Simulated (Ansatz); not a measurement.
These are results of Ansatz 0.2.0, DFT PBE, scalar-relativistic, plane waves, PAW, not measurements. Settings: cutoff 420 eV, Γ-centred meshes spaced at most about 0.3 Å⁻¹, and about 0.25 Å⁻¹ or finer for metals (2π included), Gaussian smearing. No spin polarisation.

Each guess is relaxed in cell and atoms at zero pressure, on a coarse mesh first where it starts far from rest and then on a converged one. The steps can't lower the symmetry of the start, but it can rise. Energies are static (0 K, no zero-point motion).

Two unrelaxed guesses for SnO:

A.

```
Sn O
1.0
     3.56851    0.00000    0.00000
    -1.78425    3.09042    0.00000
     0.00000    0.00000    4.28297
Sn O
2 2
Cartesian
  0.0000 2.0603 3.2122
  1.7843 1.0301 1.0707
  0.0000 0.0000 1.0707
  0.0000 0.0000 3.2122
```

B.

```
Sn O
1.0
     3.15752    0.00000    0.00000
     0.00000    3.15752    0.00000
     0.00000    0.00000    3.15752
Sn O
1 1
Direct
  0.00000 0.00000 0.00000
  0.50000 0.50000 0.50000
```

Task: Which guess leads to the lower structure, and by how much?

Result: A ends lower, by 141 meV/atom. A: P6_3/mmc at 11.8 Å³/atom → P6_3/mmc at 28.7 Å³/atom; B: Pm-3m at 15.7 Å³/atom → Pm-3m (caesium chloride type) at 15.4 Å³/atom. Counting O atoms around Sn (those within 1.25 times the shortest such distance or 1.15 times the sum of covalent radii; the shortest distance is added where it is long for a bond), the end of A has Sn 3 and the end of B has Sn 8 from 2.7 Å. End of A. Conventional cell: a = 3.900 Å, c = 8.732 Å. Sn is surrounded by 3 O at 2.25 Å; O has 3 Sn at 2.25 Å. End of B. Conventional cell: a = 3.132 Å. Around Sn lie 8 O at 2.71 Å and 6 Sn at 3.13 Å; O is surrounded by 8 Sn at 2.71 Å and 6 O at 3.13 Å.

Ends held by symmetry can be saddle points. Neither end is the lowest form computed: that has the litharge type, space group P4/nmm (No. 129), is reached from a Materials Project cell and lies 0.63 eV/atom below the better end. No dispersion correction is applied, so the spacing and binding between layers, chains or molecules are poorly described (P6_3/mmc), and this can change margins and order among such cells. Some types were kept out of the candidates beforehand, so the set may lack a known form.
